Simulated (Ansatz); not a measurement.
Input and command of a plane-wave DFT calculation in Ansatz:

```yaml
crystal:
  lattice:
    - [-2.4922474725, 0.0, 0.0]
    - [-1.2461237362, -2.1583496237, 0.0]
    - [0.0, 0.0, 12.3501612406]
  atoms:
    - { symbol: Co, position: [0.3333333333, 0.3333333333, 0.8981272328], spin: 1.84 }
    - { symbol: Co, position: [0.3333333333, 0.3333333333, 0.2449556666], spin: 1.84 }
    - { symbol: Co, position: [0.3333333333, 0.3333333333, 0.5715414497], spin: 1.84 }
    - { symbol: Co, position: [0.6666666667, 0.6666666667, 0.0816627751], spin: 1.84 }
    - { symbol: Co, position: [0.6666666667, 0.6666666667, 0.4082485582], spin: 1.84 }
    - { symbol: Co, position: [0.6666666667, 0.6666666667, 0.7348343413], spin: 1.84 }
basis:
  ecutwfc: 420
kpoints:
  mp_grid: { grid: [27, 27, 5] }
hamiltonian:
  xc: pbe
scf:
  occupations: { method: gaussian, width: 0.15 }
output:
  forces: true
  stress: true
  eigenvalues: true
  populations: true
magnetization:
  spin_polarized: true
```

```bash
ansatz run input.yaml --threads 2 --pin off --max-ram 5120MiB --backend cpu --events-out ev --progress --plain --runs-dir out
```

Processor: AMD EPYC 9R45 96-Core Processor (Zen 5), 2 threads, on a host shared with other jobs.

**Question.** How long does it run, and how much memory does it take?

**Answer.** About 51 s on 2 threads of AMD EPYC 9R45 96-Core Processor (Zen 5), with other jobs on the host, peak memory 2.2 GiB. It solves 68 bands at 347 k points (the mesh reduced by symmetry) with about 1271 plane waves, in 16 SCF iterations.
